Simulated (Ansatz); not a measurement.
# Field gradients at the nuclei of Se

```
Se
1.0
     4.50482    0.00000    0.00000
    -2.25241    3.90129    0.00000
     0.00000    0.00000    4.97880
Se
3
Cartesian
  0.9816 0.0000 1.6596
  -0.4908 0.8501 3.3192
  1.7616 3.0512 0.0000
```

Atom numbers follow the list: Se1, Se2, Se3.

Conventional cell: a = 4.505 Å, b = 4.505 Å, c = 4.979 Å, α = 90.00°, β = 90.00°, γ = 120.00°. Se (atom 1) has 2 Se at 2.38 Å as nearest neighbours.

The cell is the one relaxed in the Materials Project (mp-14), not relaxed further here; entries there can be hypothetical.

All numbers are computed: DFT, LDA, all-electron PAW with datasets made for the crystal, scalar-relativistic (Ansatz 0.2.0); DFT, LDA, PAW with Ansatz's default frozen-core files, scalar-relativistic (Ansatz 0.2.0).

For the crystal-made all-electron datasets (AE datasets): a Γ-centred 6×6×5 k mesh, Fermi–Dirac smearing of 0.01 eV, cutoff 200 eV (chosen by the program for this cell), no spin polarisation. PAW takes a cutoff of 420 eV at this cell (files made with PBE, cores remade for this functional). The Ansatz runs share mesh, smearing and spin set-up.

Vzz is the principal value of largest size of the traceless field-gradient tensor, in 10²¹ V/m², and η = (Vxx − Vyy)/Vzz with |Vzz| ≥ |Vyy| ≥ |Vxx|.

| site | site symmetry | Vzz (η), AE datasets | Vzz (η), PAW |
| --- | --- | --- | --- |
| Se1 | .2. | -53.0 (η = 0.34) | -52.4 (η = 0.34) |

The Cartesian tensor at Se1 from AE datasets, in 10²¹ V/m²:

```
 17.57   0.00   0.00
  0.00 -35.83  34.99
  0.00  34.99  18.27
```

(1) Along which direction does its largest principal axis point?

Answers

(1) (0.00, 0.90, -0.44) in the Cartesian frame of the cell.
